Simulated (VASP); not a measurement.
# Sb (I4/mcm) in VASP: reference runs, part 2 of 2

VASP 6.6.1. The steps go on from the part before.

### Step 4. Equation of state, PBEsol, 31.58 Å³/atom (volume scaled by 0.96)

Input file INCAR:

```
SYSTEM = Sb
  PREC = Accurate
  ENCUT = 520
  EDIFF = 1E-7
  ISMEAR = -1
  SIGMA = 0.05
  LREAL = .FALSE.
  LASPH = .TRUE.
  NELM = 60
  ALGO = Normal
  ISIF = 2
  LWAVE = .FALSE.
  LCHARG = .FALSE.
  GGA = PS
  NBANDS = 18
```

Input file KPOINTS:

```
Automatic mesh
0
G
  7 7 7
  0 0 0
```

Input file POSCAR:

```
Sb
1.0
   -3.9755443643      3.9755443643      1.9981119061
    3.9755443643     -3.9755443643      1.9981119061
    3.9755443643      3.9755443643     -1.9981119061
Sb
4
Direct
    0.6512630600      0.1512630600      0.8025261200
    0.1512630600      0.3487369400      0.5000000000
    0.3487369400      0.8487369400      0.1974738800
    0.8487369400      0.6512630600      0.5000000000
```

Potentials or basis: VASP PAW PBE potentials, release 64 (Sb).

Command:

```bash
$ cat potpaw_PBE.64/Sb/POTCAR > POTCAR
$ mpirun -np 1 vasp_std > vasp.out
```

OUTCAR:

```text
SYSTEM = Sb
   PREC = Accurate
   ENCUT = 520
   EDIFF = 1E-7
   ISMEAR = -1
   LREAL = .FALSE.
   LASPH = .TRUE.
   NELM = 60
   ISIF = 2
   GGA = PS

 Found     40 irreducible k-points:

 Following reciprocal coordinates:
            Coordinates               Weight
  0.000000  0.000000  0.000000      1.000000
  0.142857  0.000000 -0.000000      8.000000
  0.285714  0.000000 -0.000000      8.000000
  0.428571  0.000000 -0.000000      8.000000
  0.142857  0.142857 -0.000000      8.000000
  0.285714  0.142857 -0.000000     16.000000
[... 205 lines left out ...]
  Direction    XX          YY          ZZ          XY          YZ          ZX
  --------------------------------------------------------------------------------------
  -------------------------------------------------------------------------------------
  Total        0.9625074      0.9625074      1.7792438      0.0000000      0.0000000      0.0000000
  in kB       12.2079196     12.2079196     22.5669582      0.0000000      0.0000000      0.0000000
  external PRESSURE =      15.6609325 kB  Pullay stress =       0.0000000 kB

 VOLUME and BASIS-vectors are now :
 -----------------------------------------------------------------------------
  energy-cutoff  :      520.00
  volume of cell :      126.32
      direct lattice vectors                 reciprocal lattice vectors
    -3.975544364  3.975544364  1.998111906     0.000000000  0.125768940  0.250236235
     3.975544364 -3.975544364  1.998111906     0.125768940  0.000000000  0.250236235
     3.975544364  3.975544364 -1.998111906     0.125768940  0.125768940  0.000000000

 POSITION                                       TOTAL-FORCE (eV/Angst)
 -----------------------------------------------------------------------------------
      1.20271      5.17825     -0.00000         0.009790      0.009790     -0.000000
      2.77284      1.20271     -0.00000        -0.009790      0.009790     -0.000000
      2.77284     -1.20271      1.99811        -0.009790     -0.009790      0.000000
      1.20271      2.77284      1.99811         0.009790     -0.009790     -0.000000
 -----------------------------------------------------------------------------------
    total drift:                                0.000000      0.000000     -0.000000

  FREE ENERGIE OF THE ION-ELECTRON SYSTEM (eV)
  ---------------------------------------------------
  free  energy   TOTEN  =       -17.1638579539 eV

  energy  without entropy=      -17.1396788355  energy(sigma->0) =      -17.15176839
```

OSZICAR:

```text
N       E                     dE             d eps       ncg     rms          rms(c)
DAV:   1     0.908628204650E+02    0.90863E+02   -0.67440E+03  1440   0.875E+02
DAV:   2    -0.108680456703E+02   -0.10173E+03   -0.98035E+02  1828   0.149E+02
DAV:   3    -0.171363297028E+02   -0.62683E+01   -0.61426E+01  1840   0.411E+01
DAV:   4    -0.172233086536E+02   -0.86979E-01   -0.86775E-01  1734   0.529E+00
DAV:   5    -0.172251715984E+02   -0.18629E-02   -0.18629E-02  1978   0.856E-01    0.395E+00
DAV:   6    -0.171798956262E+02    0.45276E-01   -0.39569E-02  1616   0.849E-01    0.234E+00
DAV:   7    -0.171632887376E+02    0.16607E-01   -0.48239E-02  1668   0.931E-01    0.159E-01
DAV:   8    -0.171635797697E+02   -0.29103E-03   -0.53397E-03  1526   0.389E-01    0.512E-02
DAV:   9    -0.171637784106E+02   -0.19864E-03   -0.44519E-04  1672   0.114E-01    0.410E-02
DAV:  10    -0.171638441461E+02   -0.65736E-04   -0.74826E-05  1638   0.416E-02    0.741E-03
DAV:  11    -0.171638564661E+02   -0.12320E-04   -0.16327E-05  1622   0.179E-02    0.282E-03
DAV:  12    -0.171638577320E+02   -0.12658E-05   -0.24936E-06  1664   0.730E-03    0.113E-03
DAV:  13    -0.171638578410E+02   -0.10900E-06   -0.27009E-07  1598   0.255E-03    0.481E-04
DAV:  14    -0.171638579514E+02   -0.11047E-06   -0.22900E-08  1100   0.845E-04    0.107E-04
DAV:  15    -0.171638579539E+02   -0.24735E-08   -0.20342E-09   778   0.308E-04
   1 F= -.17163858E+02 E0= -.17151768E+02  d E =-.241791E-01
```

stdout:

```text
POSCAR found type information on POSCAR Sb
 POSCAR found :  1 types and       4 ions
 scaLAPACK will be used
 -----------------------------------------------------------------------------
|                                                                             |
|                                                                             |
|     You enforced a specific xc type in the INCAR file but a different       |
|     I HOPE YOU KNOW WHAT YOU ARE DOING!                                     |
|                                                                             |
 -----------------------------------------------------------------------------

 LDA part: xc-table for (Slater+PW92), standard interpolation
 POSCAR, INCAR and KPOINTS ok, starting setup
 FFT: planning ... GRIDC
 FFT: planning ... GRID_SOFT
 FFT: planning ... GRID
 WAVECAR not read
 entering main loop
```

Run time: 56 s. Hardware: 1 thread of Intel Xeon 6975P-C (Granite Rapids), shared host; peak memory 0.33 GiB.

Results:

```yaml
Free_energy: -17.1639 eV
Pressure: 1.6 GPa
Largest_force: 0.014 eV/Å
Band_gap_on_the_k_mesh: none (metal or under the smearing width)
```

Caveat: the PAW data sets were made with another functional, which shifts forces and pressure a little.

### Step 5. Equation of state, PBEsol, 32.24 Å³/atom (volume scaled by 0.98)

INCAR is that of step 4.

KPOINTS is that of step 4.

Input file POSCAR:

```
Sb
1.0
   -4.0029627780      4.0029627780      2.0118924237
    4.0029627780     -4.0029627780      2.0118924237
    4.0029627780      4.0029627780     -2.0118924237
Sb
4
Direct
    0.6512630600      0.1512630600      0.8025261200
    0.1512630600      0.3487369400      0.5000000000
    0.3487369400      0.8487369400      0.1974738800
    0.8487369400      0.6512630600      0.5000000000
```

Command:

```bash
$ cat potpaw_PBE.64/Sb/POTCAR > POTCAR
$ mpirun -np 1 vasp_std > vasp.out
```

It took 53 s on 1 thread of Intel Xeon 6975P-C (Granite Rapids), shared host; peak memory 0.33 GiB.

Results (log left out):

```
Free energy            : -17.1797 eV
Pressure               : 0.4 GPa
Largest force          : 0.021 eV/Å
Band gap on the k mesh : none (metal or under the smearing width)
```

Caveat: the PAW data sets were made with another functional, which shifts forces and pressure a little.

### Step 6. Equation of state, PBEsol, 33.55 Å³/atom (volume scaled by 1.02)

INCAR is that of step 5.

KPOINTS is that of step 5.

Input file POSCAR:

```
Sb
1.0
   -4.0567002343      4.0567002343      2.0389009140
    4.0567002343     -4.0567002343      2.0389009140
    4.0567002343      4.0567002343     -2.0389009140
Sb
4
Direct
    0.6512630600      0.1512630600      0.8025261200
    0.1512630600      0.3487369400      0.5000000000
    0.3487369400      0.8487369400      0.1974738800
    0.8487369400      0.6512630600      0.5000000000
```

Potentials or basis: VASP PAW PBE potentials, release 64 (Sb).

Command:

```bash
$ cat potpaw_PBE.64/Sb/POTCAR > POTCAR
$ mpirun -np 1 vasp_std > vasp.out
```

Run time: 56 s. Hardware: 1 thread of Intel Xeon 6975P-C (Granite Rapids), shared host; peak memory 0.34 GiB.

It converged, with:

- Free energy: -17.1579 eV
- Pressure: -1.6 GPa
- Largest force: 0.082 eV/Å
- Band gap on the k mesh: none (metal or under the smearing width)

Caveat: the PAW data sets were made with another functional, which shifts forces and pressure a little.

### Step 7. Equation of state, PBEsol, 34.21 Å³/atom (volume scaled by 1.04)

INCAR is that of step 6.

KPOINTS is that of step 6.

Input file POSCAR:

```
Sb
1.0
   -4.0830431818      4.0830431818      2.0521409013
    4.0830431818     -4.0830431818      2.0521409013
    4.0830431818      4.0830431818     -2.0521409013
Sb
4
Direct
    0.6512630600      0.1512630600      0.8025261200
    0.1512630600      0.3487369400      0.5000000000
    0.3487369400      0.8487369400      0.1974738800
    0.8487369400      0.6512630600      0.5000000000
```

Command:

```bash
$ cat potpaw_PBE.64/Sb/POTCAR > POTCAR
$ mpirun -np 1 vasp_std > vasp.out
```

Run time: 59 s. Hardware: 1 thread of Intel Xeon 6975P-C (Granite Rapids), shared host; peak memory 0.33 GiB.

It converged, with:

```yaml
Free_energy: -17.1241 eV
Pressure: -2.5 GPa
Largest_force: 0.109 eV/Å
Band_gap_on_the_k_mesh: none (metal or under the smearing width)
```

Caveat: the PAW data sets were made with another functional, which shifts forces and pressure a little.

### Step 8. Equation of state, PBEsol, 34.87 Å³/atom (volume scaled by 1.06)

INCAR is that of step 7.

KPOINTS is that of step 7.

Input file POSCAR:

```
Sb
1.0
   -4.1090505274      4.1090505274      2.0652122148
    4.1090505274     -4.1090505274      2.0652122148
    4.1090505274      4.1090505274     -2.0652122148
Sb
4
Direct
    0.6512630600      0.1512630600      0.8025261200
    0.1512630600      0.3487369400      0.5000000000
    0.3487369400      0.8487369400      0.1974738800
    0.8487369400      0.6512630600      0.5000000000
```

Command:

```bash
$ cat potpaw_PBE.64/Sb/POTCAR > POTCAR
$ mpirun -np 1 vasp_std > vasp.out
```

Run time: 59 s. Hardware: 1 thread of Intel Xeon 6975P-C (Granite Rapids), shared host; peak memory 0.33 GiB.

The run converged. Its results:

- Free energy: -17.0773 eV
- Pressure: -3.2 GPa
- Largest force: 0.134 eV/Å
- Band gap on the k mesh: none (metal or under the smearing width)

Caveat: the PAW data sets were made with another functional, which shifts forces and pressure a little.

### Step 9. Single point, PBEsol (atoms moved at random, drawn with an rms of 0.05 Å)

Changes to INCAR since step 8:

```diff
@@ -12,4 +12,6 @@
   LWAVE = .FALSE.
-  LCHARG = .FALSE.
+  LCHARG = .TRUE.
   GGA = PS
+  LELF = .TRUE.
+  LVHAR = .TRUE.
   NBANDS = 18
```

KPOINTS is that of step 8.

Input file POSCAR:

```
Sb
1.0
   -4.0300106443      4.0300106443      2.0254867038
    4.0300106443     -4.0300106443      2.0254867038
    4.0300106443      4.0300106443     -2.0254867038
Sb
4
Direct
    0.6472410000      0.1486930000      0.8082950000
    0.1448940000      0.3458360000      0.4957410000
    0.3475800000      0.8502440000      0.1955210000
    0.8504480000      0.6478550000      0.4985030000
```

Potentials or basis: VASP PAW PBE potentials, release 64 (Sb).

Command:

```bash
$ cat potpaw_PBE.64/Sb/POTCAR > POTCAR
$ mpirun -np 1 vasp_std > vasp.out
```

It took 3.6 min on 1 thread of Intel Xeon 6975P-C (Granite Rapids), shared host; peak memory 0.52 GiB.

It converged, with:

* Free energy: -17.1693 eV
* Pressure: -0.6 GPa
* Largest force: 0.232 eV/Å
* Band gap on the k mesh: none (metal or under the smearing width)

Forces on the atoms (eV/Å):
```
Sb  -0.183 -0.135  0.049
Sb   0.034  0.062  0.000
Sb   0.047  0.098 -0.039
Sb   0.102 -0.024 -0.010
```

Stress tensor (GPa, compression positive):
```
-0.70  0.33 -0.12
 0.33 -0.70 -0.20
-0.12 -0.20 -0.48
```

Levels at points of the mesh, in eV from the Fermi level:
```tsv
k point	band 7	band 8	band 9	band 10	band 11	band 12	band 13	band 14
(0.00, 0.00, 0.00)	-1.17	-1.11	-1.09	-0.99	-0.81	-0.38	2.54	2.65
```

Caveat: the PAW data sets were made with another functional, which shifts forces and pressure a little. Spin-orbit coupling is left out, which matters for the levels of Sb.

### Step 10. Equation of state, PBEsol

Potentials or basis: VASP PAW PBE potentials, release 64 (Sb).

No new run: the results of the series are fitted here.

What came out:

- Equilibrium volume: 32.46 Å³/atom
- Bulk modulus at fixed shape and positions: 53 GPa
- Pressure derivative of the bulk modulus: 4.7

Energy against volume, from the lowest point:
```
volume (Å³/atom)  energy (meV/atom)
          30.922              13.07
          31.580               3.95
          32.238               0.00
          32.896               0.66
          33.554               5.44
          34.212              13.88
          34.870              25.58
```

Caveat: the cell was scaled at fixed shape and fractional positions, which overstates the stiffness of a crystal with free parameters, most of all of layers and chains; the PAW data sets were made with another functional, which shifts forces and pressure a little. The run has no spin-orbit coupling, so splittings on Sb are missing.

### Step 11. Summary

| task | cell | gap on the mesh (eV) | pressure (GPa) | largest force (eV/Å) |
| --- | --- | --- | --- | --- |
| single point | as given | none | -0.7 | 0.05 |
| single point | atoms moved at random, drawn with an rms of 0.05 Å | none | -0.6 | 0.23 |
| equation of state | as given | - | - | - |

Alike in all rows: level PBEsol; potentials or basis VASP PAW PBE potentials, release 64 (Sb); no spin polarisation; k mesh 7 × 7 × 7; cutoff (eV) 520; smearing fermi-dirac 0.05 eV.

Caveats: the PAW data sets were made with another functional, which shifts forces and pressure a little; the cell was scaled at fixed shape and fractional positions, which overstates the stiffness of a crystal with free parameters, most of all of layers and chains (some runs).

Absolute energies hang on the potentials; compare differences alone.
